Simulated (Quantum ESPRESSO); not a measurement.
# Gd (Fm-3m) in Quantum ESPRESSO: equation of state

Aim: energy against volume of Gd in PBE, for its equilibrium volume and stiffness.

Everything below comes from runs of Quantum ESPRESSO 7.5. Logs are shortened: lines on timing, memory, paths and dates and some standing lists are left out, and cuts for length are marked.

### 1 The structure

The structure is cubic, space group Fm-3m (No. 225). Conventional cell: a = 5.172 Å, b = 5.172 Å, c = 5.172 Å, α = 90.00°, β = 90.00°, γ = 90.00°. Around Gd (site symmetry m-3m) lie 12 Gd at 3.66 Å.

This isn't the form of Gd at room conditions, which is hcp.

### 2 Single point, PBE, collinear spin, ferromagnetic start, 32.51 Å³/atom

Input file pw.in:

```
&CONTROL
  calculation = 'scf'
  prefix = 'pwscf'
  outdir = './tmp'
  pseudo_dir = './pseudo'
  tprnfor = .true.
  tstress = .true.
  disk_io = 'nowf'
/
&SYSTEM
  ibrav = 0
  nat = 1
  ntyp = 1
  ecutwfc = 55
  ecutrho = 440
  nbnd = 18
  occupations = 'smearing'
  smearing = 'fd'
  degauss = 0.00367493
  nspin = 2
  starting_magnetization(1) = 0.3889
/
&ELECTRONS
  conv_thr = 2d-10
  electron_maxstep = 120
  mixing_beta = 0.3
/
ATOMIC_SPECIES
Gd   157.2500 Gd.paw.z_18.atompaw.wentzcovitch.v1.2.upf
CELL_PARAMETERS angstrom
   0.0000000000    2.5330324558    2.5330324558
   2.5330324558    0.0000000000    2.5330324558
   2.5330324558    2.5330324558    0.0000000000
ATOMIC_POSITIONS crystal
Gd     0.0000000000    0.0000000000    0.0000000000
K_POINTS automatic
9 9 9 0 0 0
```

Potentials or basis: SSSP 1.3 efficiency PBE.

Started as:

```sh
$ OMP_NUM_THREADS=1 pw.x -in pw.in > pw.out
```

pw.out:

```text
This program is part of the open-source Quantum ESPRESSO suite
     for quantum simulation of materials; please cite
         "P. Giannozzi et al., J. Phys.:Condens. Matter 21 395502 (2009);
         "P. Giannozzi et al., J. Phys.:Condens. Matter 29 465901 (2017);
         "P. Giannozzi et al., J. Chem. Phys. 152 154105 (2020);
     in publications or presentations arising from this work. More details at

     file Gd.paw.z_18.atompaw.wentzcovitch.v1.2.upf: wavefunction(s)  6S 0P 5D 0D 4F 0F renormalized
     Message from routine setup:
     using ibrav=0 with symmetry is DISCOURAGED, use correct ibrav instead

     G-vector sticks info
     --------------------
     sticks:   dense  smooth     PW     G-vecs:    dense   smooth      PW
     Sum        1393     685    211                34327    12039    2085

     Using Slab Decomposition

     bravais-lattice index     =            0
     lattice parameter (alat)  =       6.7695  a.u.
     unit-cell volume          =     219.3557 (a.u.)^3
     number of atoms/cell      =            1
     number of atomic types    =            1
     number of electrons       =        18.00
     number of Kohn-Sham states=           18
     kinetic-energy cutoff     =      55.0000  Ry
     charge density cutoff     =     440.0000  Ry
     scf convergence threshold =      2.0E-10
     mixing beta               =       0.3000
     number of iterations used =            8  plain     mixing
     Exchange-correlation= SLA PW PBX PBC
                           (   1   4   3   4   0   0   0)

     celldm(1)=   6.769469  celldm(2)=   0.000000  celldm(3)=   0.000000
     celldm(4)=   0.000000  celldm(5)=   0.000000  celldm(6)=   0.000000

     crystal axes: (cart. coord. in units of alat)
               a(1) = (   0.000000   0.707107   0.707107 )
               a(2) = (   0.707107   0.000000   0.707107 )
               a(3) = (   0.707107   0.707107   0.000000 )

     reciprocal axes: (cart. coord. in units 2 pi/alat)
               b(1) = ( -0.707107  0.707107  0.707107 )
               b(2) = (  0.707107 -0.707107  0.707107 )
               b(3) = (  0.707107  0.707107 -0.707107 )

     PseudoPot. # 1 for Gd read from file:
     Gd.paw.z_18.atompaw.wentzcovitch.v1.2.upf
     Pseudo is Projector augmented-wave + core cor, Zval = 18.0
     Generated using ATOMPAW code
     Shape of augmentation charge: BESSEL
     Using radial grid of 1110 points,  8 beta functions with:
                l(1) =   0
                l(2) =   0
                l(3) =   1
                l(4) =   1
                l(5) =   2
                l(6) =   2
                l(7) =   3
                l(8) =   3
     Q(r) pseudized with 0 coefficients

     atomic species   valence    mass     pseudopotential
     Gd               18.00   157.25000     Gd( 1.00)

     Starting magnetic structure
     atomic species   magnetization
     Gd              0.389

     48 Sym. Ops., with inversion, found

   Cartesian axes

     site n.     atom                  positions (alat units)
         1        Gd     tau(   1) = (   0.0000000   0.0000000   0.0000000  )

     number of k points=    35  Fermi-Dirac smearing, width (Ry)=  0.0037
                       cart. coord. in units 2pi/alat
        k(    1) = (   0.0000000   0.0000000   0.0000000), wk =   0.0013717
        k(    2) = (   0.0785674   0.0785674  -0.0785674), wk =   0.0109739
        k(    3) = (   0.1571348   0.1571348  -0.1571348), wk =   0.0109739
        k(    4) = (   0.2357023   0.2357023  -0.2357023), wk =   0.0109739
        k(    5) = (   0.3142697   0.3142697  -0.3142697), wk =   0.0109739
        k(    6) = (   0.1571348   0.0000000  -0.0000000), wk =   0.0082305
[... 27 lines left out ...]
        k(   34) = (  -0.0000000  -0.4714045   0.6285394), wk =   0.0329218
        k(   35) = (  -0.0785674  -0.3928371   0.7071068), wk =   0.0329218

     Dense  grid:    34327 G-vectors     FFT dimensions: (  45,  45,  45)

     Smooth grid:    12039 G-vectors     FFT dimensions: (  32,  32,  32)

     Generating pointlists ...
     new r_m :   0.4125 (alat units)  2.7924 (a.u.) for type    1

     Initial potential from superposition of free atoms

     starting charge      17.9948, renormalised to      18.0000
     Starting wfcs are   32 randomized atomic wfcs

     Self-consistent Calculation

     iteration #  1     ecut=    55.00 Ry     beta= 0.30
     Davidson diagonalization with overlap
     ethr =  1.00E-02,  avg # of iterations =  5.3

     total energy              =    -683.45033821 Ry
     estimated scf accuracy    <       0.69499459 Ry

     total magnetization       =     6.55 Bohr mag/cell
     absolute magnetization    =     6.55 Bohr mag/cell
[... 168 lines left out ...]
     total magnetization       =     7.55 Bohr mag/cell
     absolute magnetization    =     7.55 Bohr mag/cell

     iteration # 19     ecut=    55.00 Ry     beta= 0.30
     Davidson diagonalization with overlap
     ethr =  4.84E-12,  avg # of iterations =  2.0

     Magnetic moment per site  (integrated on atomic sphere of radius R)
     atom   1 (R=0.412)  charge= 16.5587  magn=  7.3051

     End of self-consistent calculation

 ------ SPIN UP ------------

          k = 0.0000 0.0000 0.0000 (  1459 PWs)   bands (ev):

   -32.7693  -9.7850  -9.7850  -9.7850   7.4356   7.7995   7.8760   7.8760
     7.8760   7.9874   7.9874   7.9874  13.8682  13.8682  13.8682  16.1713
    16.1713  21.6671

          k = 0.0786 0.0786-0.0786 (  1471 PWs)   bands (ev):

   -32.7615  -9.8765  -9.7966  -9.7966   7.7692   7.8092   7.8738   7.8842
     7.8842   7.9713   7.9713   7.9880  13.5602  14.0300  14.0300  16.0197
    16.0197  22.3447
[... 193 lines left out ...]
          k =-0.0786-0.3928 0.7071 (  1525 PWs)   bands (ev):

   -32.6819 -10.3106 -10.2181 -10.0383   7.8604   7.8791   7.8871   7.9141
     7.9281   7.9456   7.9613  11.4201  12.2312  12.6219  15.1881  17.9907
    19.5053  21.1123

 ------ SPIN DOWN ----------

          k = 0.0000 0.0000 0.0000 (  1459 PWs)   bands (ev):

   -29.5831  -7.3557  -7.3557  -7.3557   8.2751  12.8696  13.0667  13.0667
    13.0667  13.3421  13.3421  13.3421  14.9709  14.9709  14.9709  17.3679
    17.3679  22.8422

          k = 0.0786 0.0786-0.0786 (  1471 PWs)   bands (ev):

   -29.5733  -7.4690  -7.3695  -7.3695   8.6265  12.8467  13.0512  13.0792
    13.0792  13.2903  13.2903  13.3431  14.7189  15.1646  15.1646  17.2095
    17.2095  23.4939
[... 193 lines left out ...]
          k =-0.0786-0.3928 0.7071 (  1525 PWs)   bands (ev):

   -29.4723  -7.9944  -7.8814  -7.6633  12.0846  12.8698  12.9116  13.0450
    13.1371  13.1435  13.2526  13.3282  13.5964  13.9361  16.3655  19.4057
    20.7836  22.4179

     the Fermi energy is    12.5614 ev

!    total energy              =    -683.99659369 Ry
     total all-electron energy =      -683.996594 Ry
     estimated scf accuracy    <          1.4E-10 Ry
     smearing contrib. (-TS)   =      -0.00130980 Ry
     internal energy E=F+TS    =    -683.99528389 Ry

     The total energy is F=E-TS. E is the sum of the following terms:
     one-electron contribution =    -103.11278633 Ry
     hartree contribution      =      63.45382248 Ry
     xc contribution           =     -23.59428936 Ry
     ewald contribution        =    -155.16782350 Ry
     one-center paw contrib.   =    -465.57420719 Ry

     total magnetization       =     7.55 Bohr mag/cell
     absolute magnetization    =     7.55 Bohr mag/cell

     convergence has been achieved in  19 iterations

     Forces acting on atoms (cartesian axes, Ry/au):

     atom    1 type  1   force =     0.00000000    0.00000000    0.00000000

     Total force =     0.000000     Total SCF correction =     0.000000

     Computing stress (Cartesian axis) and pressure

          total   stress  (Ry/bohr**3)                   (kbar)     P=        4.51
   0.00003068  -0.00000000  -0.00000000            4.51       -0.00       -0.00
  -0.00000000   0.00003068  -0.00000000           -0.00        4.51       -0.00
  -0.00000000  -0.00000000   0.00003068           -0.00       -0.00        4.51

=------------------------------------------------------------------------------=
   JOB DONE.
=------------------------------------------------------------------------------=
```

Wall time 76 s (1 thread of Arm Neoverse V2, shared host); peak memory 0.38 GiB.

Results:

| Quantity | Value |
| --- | --- |
| Free energy | -9306.2478 eV |
| Pressure | 0.5 GPa |
| Band gap on the k mesh | none (metal or under the smearing width) |
| Net moment | 7.55 μB per cell |
| Absolute moment | 7.55 μB per cell |
| Site moments | Gd +7.31 μB |
| Valence electrons inside the program's atomic spheres | Gd 16.56 |

Caveat: spin-orbit coupling is left out, which moves the levels of the heavy elements.

### 3 Single point, PBE, collinear spin, ferromagnetic start, 33.20 Å³/atom

Changes to pw.in since step 2:

```diff
@@ -30,5 +30,5 @@
 CELL_PARAMETERS angstrom
-   0.0000000000    2.5330324558    2.5330324558
-   2.5330324558    0.0000000000    2.5330324558
-   2.5330324558    2.5330324558    0.0000000000
+   0.0000000000    2.5508713003    2.5508713003
+   2.5508713003    0.0000000000    2.5508713003
+   2.5508713003    2.5508713003    0.0000000000
 ATOMIC_POSITIONS crystal
```

Potentials or basis: SSSP 1.3 efficiency PBE.

Started as:

```sh
$ OMP_NUM_THREADS=1 pw.x -in pw.in > pw.out
```

pw.out:

```text
This program is part of the open-source Quantum ESPRESSO suite
     for quantum simulation of materials; please cite
         "P. Giannozzi et al., J. Phys.:Condens. Matter 21 395502 (2009);
         "P. Giannozzi et al., J. Phys.:Condens. Matter 29 465901 (2017);
         "P. Giannozzi et al., J. Chem. Phys. 152 154105 (2020);
     in publications or presentations arising from this work. More details at

     file Gd.paw.z_18.atompaw.wentzcovitch.v1.2.upf: wavefunction(s)  6S 0P 5D 0D 4F 0F renormalized
     Message from routine setup:
     using ibrav=0 with symmetry is DISCOURAGED, use correct ibrav instead

     G-vector sticks info
     --------------------
     sticks:   dense  smooth     PW     G-vecs:    dense   smooth      PW
     Sum        1417     703    211                34957    12339    2109

     Using Slab Decomposition

     bravais-lattice index     =            0
     lattice parameter (alat)  =       6.8171  a.u.
     unit-cell volume          =     224.0228 (a.u.)^3
     number of atoms/cell      =            1
     number of atomic types    =            1
     number of electrons       =        18.00
     number of Kohn-Sham states=           18
     kinetic-energy cutoff     =      55.0000  Ry
     charge density cutoff     =     440.0000  Ry
     scf convergence threshold =      2.0E-10
     mixing beta               =       0.3000
     number of iterations used =            8  plain     mixing
     Exchange-correlation= SLA PW PBX PBC
                           (   1   4   3   4   0   0   0)

     celldm(1)=   6.817143  celldm(2)=   0.000000  celldm(3)=   0.000000
     celldm(4)=   0.000000  celldm(5)=   0.000000  celldm(6)=   0.000000

     crystal axes: (cart. coord. in units of alat)
               a(1) = (   0.000000   0.707107   0.707107 )
               a(2) = (   0.707107   0.000000   0.707107 )
               a(3) = (   0.707107   0.707107   0.000000 )

     reciprocal axes: (cart. coord. in units 2 pi/alat)
               b(1) = ( -0.707107  0.707107  0.707107 )
               b(2) = (  0.707107 -0.707107  0.707107 )
               b(3) = (  0.707107  0.707107 -0.707107 )

     PseudoPot. # 1 for Gd read from file:
     Gd.paw.z_18.atompaw.wentzcovitch.v1.2.upf
     Pseudo is Projector augmented-wave + core cor, Zval = 18.0
     Generated using ATOMPAW code
     Shape of augmentation charge: BESSEL
     Using radial grid of 1110 points,  8 beta functions with:
                l(1) =   0
                l(2) =   0
                l(3) =   1
                l(4) =   1
                l(5) =   2
                l(6) =   2
                l(7) =   3
                l(8) =   3
     Q(r) pseudized with 0 coefficients

     atomic species   valence    mass     pseudopotential
     Gd               18.00   157.25000     Gd( 1.00)

     Starting magnetic structure
     atomic species   magnetization
     Gd              0.389

     48 Sym. Ops., with inversion, found

   Cartesian axes

     site n.     atom                  positions (alat units)
         1        Gd     tau(   1) = (   0.0000000   0.0000000   0.0000000  )

     number of k points=    35  Fermi-Dirac smearing, width (Ry)=  0.0037
                       cart. coord. in units 2pi/alat
        k(    1) = (   0.0000000   0.0000000   0.0000000), wk =   0.0013717
        k(    2) = (   0.0785674   0.0785674  -0.0785674), wk =   0.0109739
        k(    3) = (   0.1571348   0.1571348  -0.1571348), wk =   0.0109739
        k(    4) = (   0.2357023   0.2357023  -0.2357023), wk =   0.0109739
        k(    5) = (   0.3142697   0.3142697  -0.3142697), wk =   0.0109739
        k(    6) = (   0.1571348   0.0000000  -0.0000000), wk =   0.0082305
[... 27 lines left out ...]
        k(   34) = (  -0.0000000  -0.4714045   0.6285394), wk =   0.0329218
        k(   35) = (  -0.0785674  -0.3928371   0.7071068), wk =   0.0329218

     Dense  grid:    34957 G-vectors     FFT dimensions: (  45,  45,  45)

     Smooth grid:    12339 G-vectors     FFT dimensions: (  36,  36,  36)

     Generating pointlists ...
     new r_m :   0.4125 (alat units)  2.8121 (a.u.) for type    1

     Initial potential from superposition of free atoms

     starting charge      17.9948, renormalised to      18.0000
     Starting wfcs are   32 randomized atomic wfcs

     Self-consistent Calculation

     iteration #  1     ecut=    55.00 Ry     beta= 0.30
     Davidson diagonalization with overlap
     ethr =  1.00E-02,  avg # of iterations =  5.3

     total energy              =    -683.39014842 Ry
     estimated scf accuracy    <       0.78085029 Ry

     total magnetization       =     6.43 Bohr mag/cell
     absolute magnetization    =     6.43 Bohr mag/cell

     iteration #  2     ecut=    55.00 Ry     beta= 0.30
     Davidson diagonalization with overlap
     ethr =  4.34E-03,  avg # of iterations =  2.2

     total energy              =    -683.32026853 Ry
     estimated scf accuracy    <       4.18870122 Ry

     total magnetization       =     5.94 Bohr mag/cell
     absolute magnetization    =     5.94 Bohr mag/cell
[... 141 lines left out ...]
     iteration # 17     ecut=    55.00 Ry     beta= 0.30
     Davidson diagonalization with overlap
     ethr =  7.91E-10,  avg # of iterations =  2.1

     total energy              =    -683.99663513 Ry
     estimated scf accuracy    <       0.00000003 Ry

     total magnetization       =     7.56 Bohr mag/cell
     absolute magnetization    =     7.56 Bohr mag/cell

     iteration # 18     ecut=    55.00 Ry     beta= 0.30
     Davidson diagonalization with overlap
     ethr =  1.52E-10,  avg # of iterations =  1.7

     Magnetic moment per site  (integrated on atomic sphere of radius R)
     atom   1 (R=0.413)  charge= 16.5691  magn=  7.3185

     End of self-consistent calculation

 ------ SPIN UP ------------

          k = 0.0000 0.0000 0.0000 (  1471 PWs)   bands (ev):

   -33.1025 -10.1391 -10.1391 -10.1391   7.1637   7.4755   7.5495   7.5495
     7.5495   7.6538   7.6538   7.6538  13.5496  13.5496  13.5496  15.8006
    15.8006  21.2704

          k = 0.0786 0.0786-0.0786 (  1522 PWs)   bands (ev):

   -33.0954 -10.2242 -10.1499 -10.1499   7.4835   7.4895   7.5485   7.5572
     7.5572   7.6385   7.6385   7.6543  13.2466  13.7072  13.7072  15.6541
    15.6541  21.9348

          k = 0.1571 0.1571-0.1571 (  1534 PWs)   bands (ev):

   -33.0775 -10.4334 -10.1771 -10.1771   7.5033   7.5450   7.5732   7.5732
     7.6080   7.6080   7.6556   8.3443  12.7017  13.8783  13.8783  15.6793
    15.6793  21.6720

          k = 0.2357 0.2357-0.2357 (  1540 PWs)   bands (ev):
[... 179 lines left out ...]
          k =-0.0000-0.4714 0.6285 (  1546 PWs)   bands (ev):

   -33.0222 -10.6749 -10.5145 -10.3684   7.5365   7.5445   7.5643   7.5928
     7.5936   7.6201   7.6286  10.8260  11.4248  13.0865  15.3497  17.6069
    18.8843  19.7419

          k =-0.0786-0.3928 0.7071 (  1560 PWs)   bands (ev):

   -33.0230 -10.6303 -10.5439 -10.3759   7.5334   7.5510   7.5588   7.5858
     7.5986   7.6155   7.6288  11.1480  11.9244  12.2961  14.8310  17.5642
    19.0255  20.5957

 ------ SPIN DOWN ----------

          k = 0.0000 0.0000 0.0000 (  1471 PWs)   bands (ev):

   -29.9118  -7.7079  -7.7079  -7.7079   8.0072  12.5573  12.7423  12.7423
    12.7423  13.0072  13.0072  13.0072  14.6626  14.6626  14.6626  16.9939
    16.9939  22.4658

          k = 0.0786 0.0786-0.0786 (  1522 PWs)   bands (ev):

   -29.9028  -7.8135  -7.7207  -7.7207   8.3498  12.5372  12.7276  12.7543
    12.7543  12.9584  12.9584  13.0081  14.4106  14.8500  14.8500  16.8400
    16.8400  23.1041

          k = 0.1571 0.1571-0.1571 (  1534 PWs)   bands (ev):

   -29.8800  -8.0709  -7.7531  -7.7531   9.2343  12.5079  12.6860  12.7861
    12.7861  12.8799  12.8799  13.0105  13.9623  15.0194  15.0194  16.8976
    16.8976  22.5179

          k = 0.2357 0.2357-0.2357 (  1540 PWs)   bands (ev):
[... 179 lines left out ...]
          k =-0.0000-0.4714 0.6285 (  1546 PWs)   bands (ev):

   -29.8097  -8.3590  -8.1648  -7.9857  11.4982  12.3452  12.7143  12.7410
    12.7979  12.8157  12.9203  12.9561  13.0043  14.3238  16.5194  19.0392
    20.0736  21.1339

          k =-0.0786-0.3928 0.7071 (  1560 PWs)   bands (ev):

   -29.8107  -8.3056  -8.1999  -7.9958  11.8098  12.5691  12.5980  12.7241
    12.8102  12.8160  12.9212  12.9952  13.2739  13.6044  16.0001  18.9823
    20.3033  21.8986

     the Fermi energy is    12.2673 ev

!    total energy              =    -683.99663514 Ry
     total all-electron energy =      -683.996635 Ry
     estimated scf accuracy    <          1.5E-10 Ry
     smearing contrib. (-TS)   =      -0.00135885 Ry
     internal energy E=F+TS    =    -683.99527629 Ry

     The total energy is F=E-TS. E is the sum of the following terms:
     one-electron contribution =    -104.85860311 Ry
     hartree contribution      =      64.09900861 Ry
     xc contribution           =     -23.58260411 Ry
     ewald contribution        =    -154.08269832 Ry
     one-center paw contrib.   =    -465.57037936 Ry

     total magnetization       =     7.56 Bohr mag/cell
     absolute magnetization    =     7.56 Bohr mag/cell

     convergence has been achieved in  18 iterations

     Forces acting on atoms (cartesian axes, Ry/au):

     atom    1 type  1   force =     0.00000000    0.00000000    0.00000000

     Total force =     0.000000     Total SCF correction =     0.000000

     Computing stress (Cartesian axis) and pressure

          total   stress  (Ry/bohr**3)                   (kbar)     P=       -3.39
  -0.00002303  -0.00000000  -0.00000000           -3.39       -0.00       -0.00
  -0.00000000  -0.00002303  -0.00000000           -0.00       -3.39       -0.00
  -0.00000000  -0.00000000  -0.00002303           -0.00       -0.00       -3.39

=------------------------------------------------------------------------------=
   JOB DONE.
=------------------------------------------------------------------------------=
```

It took 92 s on 1 thread of Arm Neoverse V2, shared host; peak memory 0.39 GiB.

Results:

* Free energy: -9306.2483 eV
* Pressure: -0.3 GPa
* Band gap on the k mesh: none (metal or under the smearing width)
* Net moment: 7.56 μB per cell
* Absolute moment: 7.56 μB per cell
* Site moments: Gd +7.32 μB
* Valence electrons inside the program's atomic spheres: Gd 16.57

Caveat: spin-orbit coupling is left out, which moves the levels of the heavy elements.

[end of part 1 of 2]
